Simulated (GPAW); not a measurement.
### SiC (P6_3mc): G0W0 with GPAW, start to end

The structure is hexagonal, space group P6_3mc (No. 186). Conventional cell: a = 3.074 Å, b = 3.074 Å, c = 5.045 Å, α = 90.00°, β = 90.00°, γ = 120.00°. Si has 4 C at 1.88 to 1.90 Å nearest. Nearest to C lie 4 Si at 1.88 to 1.90 Å. Farther neighbours are not listed.

* method: DFT, PBE, plane waves, PAW (and 1 further level or step)
* program: GPAW 26.7.0
* settings of one run: cutoff 600 eV, GPAW PAW setups 1.2.1 data release, 6×6×4 k-mesh, nbands 103
* cost: 4 runs, 68 s in all on 8 MPI ranks of Arm Neoverse V2, shared host (the runs of this entry)
* notes: The cell and positions are those that the Materials Project relaxed with its own functionals (PBE, PBE+U or r2SCAN), kept fixed. Bands and cutoff are finite, so the gap is not at the basis limit. The miss can reach some tenths of an eV and take either sign; the mesh is an error of its own.
* PBE gap: 2.26 eV, indirect
* G0W0 gap on the mesh: 2.87 eV
* GW settings: 6×6×4 mesh, 93 bands, screening to 100 eV, Godby-Needs plasmon pole
* known limits: not at the basis limit

G0W0 moves the gap on the mesh from 2.26 eV to 2.87 eV (+0.60 eV), with Z of 0.80 and 0.83 at the edges. Only 3 of the mesh's irreducible points were corrected, so a valley elsewhere could overtake.

[Runs of the session that timed out or met a known fault of the program may be left out.]

[Hosts, paths, dates, database ids (printed as entryN), source tags and the programs' standing remarks are cut or masked in the printed files.]
